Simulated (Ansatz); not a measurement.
The system is MnS.

```
Mn S
1.0
     3.95358    0.00000    0.00000
    -1.97679    3.42390    0.00000
     0.00000    0.00000    6.34253
Mn S
2 2
Direct
  0.66667 0.33333 0.49884
  0.33333 0.66667 0.99884
  0.33333 0.66667 0.62615
  0.66667 0.33333 0.12615
```

The cell is a database's computed one.

```yaml
Program: Ansatz 0.2.0
Task: relaxation of cell and atoms
Functional: RPBE
Dispersion: D3(BJ)
Potentials_or_basis: Ansatz PAW
Cutoff: "420 eV (not typed: the program's choice for these potentials)"
k_mesh: 8 × 8 × 4
Occupations: fermi-dirac, width 0.05 eV
Spin: collinear spin, ferromagnetic start
Starting_moments: "[4.0, 4.0, 0.0, 0.0] μB"
```

At the start: volume 21.46 Å³/atom.

**Question.** How do energy, volume and symmetry change on relaxing?

**Answer.** It ends after 22 steps and the volume is 15.58 Å³/atom (-27.4 %); space group P6_3/mmc (No. 194, to 0.05 Å); moment 6.33 μB per cell.

The path:
```
step  energy change (eV)  largest force (eV/Å)  volume (Å³)
   1              0.0000                0.3401        85.86
   2             -0.1562                0.1841        80.80
   3             -0.2337                0.0225        75.30
   4             -0.2538                0.1319        71.70
   5             -0.2603                0.0382        70.44
   6             -0.2957                0.1510        68.55
   7             -0.6604                0.7461        65.69
   8             -1.1466                1.2522        61.13
   9             -1.2833                0.8401        61.74
  10             -1.5080                0.2294        63.34
  11             -1.5187                0.0619        63.64
  12             -1.5305                0.0148        63.40
  13             -1.5775                0.1292        61.98
  14             -1.5821                0.1441        62.34
  15             -1.5850                0.1093        62.20
  16             -1.5869                0.0038        62.18
  17             -1.5870                0.0004        62.22
  18             -1.5872                0.0001        62.25
  19             -1.5874                0.0012        62.33
  20             -1.5874                0.0006        62.32
  21             -1.5874                0.0001        62.32
  22             -1.5822                0.0001        62.32
```

Final structure:
```
Mn S
1.0
     3.90875    0.00000    0.00000
    -1.95438    3.38508    0.00000
     0.00000    0.00000    4.71011
Mn S
2 2
Direct
  0.66667 0.33333 0.56250
  0.33333 0.66667 0.06250
  0.33333 0.66667 0.56250
  0.66667 0.33333 0.06250
```

Caveat: the volume moved by over 15 % at a fixed basis, so the end points are rough; the plane-wave basis is chosen anew once the cell has moved, so the energies of steps on either side of that aren't comparable; only a ferromagnetic start was run, and an antiferromagnetic order may lie lower in energy; the PAW data sets come from PBE, with cores solved anew for the run's functional, which leaves a small shift of forces and pressure.
